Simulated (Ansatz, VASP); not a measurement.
Given: the input of a run of VASP 6.6.1 on Mg. This isn't the form of Mg at room conditions, which is hcp.

File INCAR:

```
SYSTEM = Mg
PREC = Accurate
ENCUT = 600
EDIFF = 1E-7
ISMEAR = -1
SIGMA = 0.05
LREAL = .FALSE.
LASPH = .TRUE.
NELM = 100
ALGO = Normal
ISIF = 3
LWAVE = .FALSE.
LCHARG = .FALSE.
GGA = CA
IBRION = 2
NSW = 40
EDIFFG = -0.005
```

The input KPOINTS:

```
Automatic mesh
0
G
  7 7 7
  0 0 0
```

File POSCAR:

```
Mg
1.0
    0.0000000000      3.4835000000      3.4835000000
    3.4835000000      0.0000000000      3.4835000000
    3.4835000000      3.4835000000      0.0000000000
Mg
3
Direct
    0.0000000000      0.0000000000      0.0000000000
    0.2500000000      0.2500000000      0.2500000000
    0.7500000000      0.7500000000      0.7500000000
```

Potentials or basis: VASP PAW LDA potentials, release 64 (Mg).

The run is started by

```console
$ cat potpaw_LDA.64/Mg/POTCAR > POTCAR
$ mpirun -np 1 vasp_std > vasp.out
```

**Question.** What does the same run look like in Ansatz 0.2.0? Potentials or basis there: Ansatz PAW, cutoff 420 eV.

**Answer.** As run (cutoffs and basis follow the program's own potentials, and thresholds, step limits or extra output files can differ):

The input input.yaml:

```yaml
crystal:
  lattice:
    - [0.0, 3.4835, 3.4835]
    - [3.4835, 0.0, 3.4835]
    - [3.4835, 3.4835, 0.0]
  atoms:
    - { symbol: Mg, position: [0.0, 0.0, 0.0] }
    - { symbol: Mg, position: [0.25, 0.25, 0.25] }
    - { symbol: Mg, position: [0.75, 0.75, 0.75] }
hamiltonian:
  xc: lda
  pseudopotentials: { kind: paw }
kpoints:
  mp_grid: { grid: [7, 7, 7] }
scf:
  occupations: { method: fermi_dirac, width: 0.05 }
output:
  forces: true
  stress: true
  eigenvalues: true
  write_density: true
  write_potential: true
  elf: true
  volumetric_format: npy
relax:
  f_tol: 0.01
  max_steps: 40
  cell: { stress_tol: 0.05 }
```

Potentials or basis: Ansatz PAW.

Command:

```sh
$ ansatz run input.yaml --threads 2 --pin off --max-ram 5632MiB --backend cpu --events-out ev --progress --plain --runs-dir out
```

Both were run:

|  | VASP | Ansatz |
| --- | --- | --- |
| Relaxed volume | 26.26 Å³/atom | 26.46 Å³/atom |
| Relaxed cell | a = 4.812 Å, b = 4.812 Å, c = 4.812 Å, α = 60.00°, β = 60.00°, γ = 60.00° | a = 4.824 Å, b = 4.824 Å, c = 4.824 Å, α = 60.00°, β = 60.00°, γ = 60.00° |
| Space group after relaxing | Fm-3m (No. 225) | Fm-3m (No. 225) |
| Pressure after relaxing | 0.0 GPa | 0.0 GPa |

Ansatz's pressure holds a Pulay term of +0.00 GPa for its cutoff of 420 eV, which the other run lacks.

The potentials hold 6 and 30 valence electrons a cell.

Ansatz's potentials were made for PBE.

Where Ansatz's input types no cutoff or centring, it takes its own default and a Γ-centred mesh.

The two programs' LDA may be different fits to the electron gas.

Pressure is positive in compression.
